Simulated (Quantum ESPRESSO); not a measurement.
Crystal: I.

```xyz
1
Lattice="-2.0894 2.0894 2.0894 2.0894 -2.0894 2.0894 2.0894 2.0894 -2.0894" Properties=species:S:1:pos:R:3 pbc="T T T"
I     0.0000    0.0000    0.0000
```

The real solid is made of molecules; this cell is a model form.

- Program: Quantum ESPRESSO 7.5
- Task: single point
- Functional: PBE
- Potentials or basis: SSSP 1.3 efficiency PBE
- Cutoff: 748 eV
- Density cutoff: 5987 eV
- k mesh: 9 × 9 × 9
- Occupations: fermi-dirac, width 0.05 eV
- Spin: no spin polarisation

On this cell: pressure -0.3 GPa; band gap on the k mesh none (metal or under the smearing width).

The same run follows on a disturbed copy (cell strained at random at fixed volume):

```xyz
1
Lattice="-2.0560 2.0834 2.1450 2.0433 -2.0539 2.1027 2.0827 2.0806 -2.1155" Properties=species:S:1:pos:R:3 pbc="T T T"
I     0.0159    0.0071    0.0256
```

**Question.** What does the disturbed cell give?

**Answer.** The energy (extrapolated to zero smearing) moves by -3.1 meV/atom; pressure -0.3 GPa; band gap on the k mesh none (metal or under the smearing width).

Stress tensor (GPa, compression positive):
```
-0.32  0.73 -0.40
 0.73 -0.34  0.78
-0.40  0.78 -0.32
```

The energy falls, though the first cell shows no forces: that form is unstable against this distortion, unless noise or another electronic state is at work.

Caveats: an odd number of electrons without spin polarisation forces a metal; a magnetic or distorted state may lie lower.
